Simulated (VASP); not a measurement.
Wanted: the native input for a VASP 6.6.1 run.

```yaml
Task: single point
Functional: LDA
Potentials_or_basis: VASP PAW LDA potentials, release 64 (Cu, I)
Cutoff: 520 eV
k_mesh: 8 × 8 × 8
Occupations: gaussian, width 0.02 eV
Spin: no spin polarisation
Dipole_correction: no
Further_INCAR_settings: ALGO = Normal; EDIFF = 1e-06; NBANDS = 16
```

The structure of CuI (Marshite) lies in POSCAR:

```
CuI
1.0
    0.0000000000      2.9310411524      2.9310411524
    2.9310411524      0.0000000000      2.9310411524
    2.9310411524      2.9310411524      0.0000000000
Cu I
1 1
Direct
    0.2500000000      0.2500000000      0.2500000000
    0.0000000000      0.0000000000      0.0000000000
```

The input as run:

INCAR

```
PREC     = Accurate       # precision mode
ENCUT    = 520            # plane-wave cutoff, eV
EDIFF    = 1E-6           # SCF threshold, eV
ISMEAR   = 0              # smearing method
SIGMA    = 0.02           # smearing width, eV
LREAL    = F              # projectors in reciprocal space
LASPH    = T              # aspherical terms in the spheres
NELM     = 100            # most SCF steps
ALGO     = Normal         # electronic algorithm
ISIF     = 2              # what is computed and relaxed
LWAVE    = F              # write WAVECAR
LCHARG   = F              # write CHGCAR
NBANDS   = 16             # bands
```

KPOINTS

```
Automatic mesh
0
Gamma
  8 8 8
```

Potentials or basis: VASP PAW LDA potentials, release 64 (Cu, I).

Launch:

```bash
$ cat potpaw_LDA.64/Cu/POTCAR potpaw_LDA.64/I/POTCAR > POTCAR
$ mpirun -np 1 vasp_std > vasp.out
```

Results of the run:

```yaml
Pressure: 0.2 GPa
Band_gap_on_the_k_mesh: 1.29 eV, direct
```

Caveat: spin-orbit coupling is left out, which moves the levels of the heavy elements.

It took 9.7 s on 1 thread of Intel(R) Xeon(R) 6975P-C (Granite Rapids) (shared host), peak memory 0.16 GiB.
